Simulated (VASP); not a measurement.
Si2W under changes of volume

One of the cells (13.919 Å³/atom); the others are scaled copies at fixed shape and fractional positions:

```
CELL_PARAMETERS angstrom
4.64743 0.00000 0.00000
-2.32371 4.02479 0.00000
0.00000 0.00000 6.69728
ATOMIC_POSITIONS crystal
W 0.50000 0.00000 0.50000
W 0.50000 0.50000 0.83333
W 0.00000 0.50000 0.16667
Si 0.32725 0.16363 0.16667
Si 0.83637 0.16363 0.83333
Si 0.16363 0.32725 0.50000
Si 0.67275 0.83637 0.16667
Si 0.16363 0.83637 0.83333
Si 0.83637 0.67275 0.50000
```

Measurements of this composition are mostly on another form, of space group No. 139.

- Program: VASP 6.6.1
- Functional: PBE
- Potentials or basis: VASP PAW PBE potentials, release 64 (W_sv, Si)
- Cutoff: 520 eV
- k mesh: 7 × 7 × 4
- Occupations: fermi-dirac, width 0.05 eV
- Spin: no spin polarisation

```tsv
volume (Å³/atom)	energy over the lowest point (meV/atom)	pressure (GPa)	gap on the mesh (eV)	largest force (eV/Å)
12.827	?	?	?	?
13.100	11.56	9.4	0.23	0.026
13.373	0.00	4.2	0.23	0.013
13.919	1.05	-4.6	0.22	0.012
14.192	12.03	-8.3	0.21	0.023
14.465	29.01	-11.6	0.21	0.033
```

Task: What does the run at 12.827 Å³/atom give?

Result: Energy over the lowest point 32.41 meV/atom; pressure 15.1 GPa; gap on the mesh 0.23 eV; largest force 0.040 eV/Å.

Worked out: A Birch-Murnaghan fit of order 3 (a polynomial in V^(-2/3)) to the other rows has its minimum at 13.62 Å³/atom with B0 = V·E''(V) = 221 GPa and B' = 4.5 at fixed shape and positions, which overstates the stiffness. It gives 32.45 meV/atom at 12.827 Å³/atom, against the run's 32.41, and -dE/dV = 15.2 GPa, against 15.1. A straight line through the other rows of the gap, of slope -0.234 eV per unit of ln V, extrapolates to 0.24 eV, against the run's 0.23.

Energies are extrapolated to zero smearing.

Caveats: spin-orbit coupling is left out, which moves the levels of the heavy elements; an odd mesh through Γ misses points on the zone boundary, where band edges often lie.
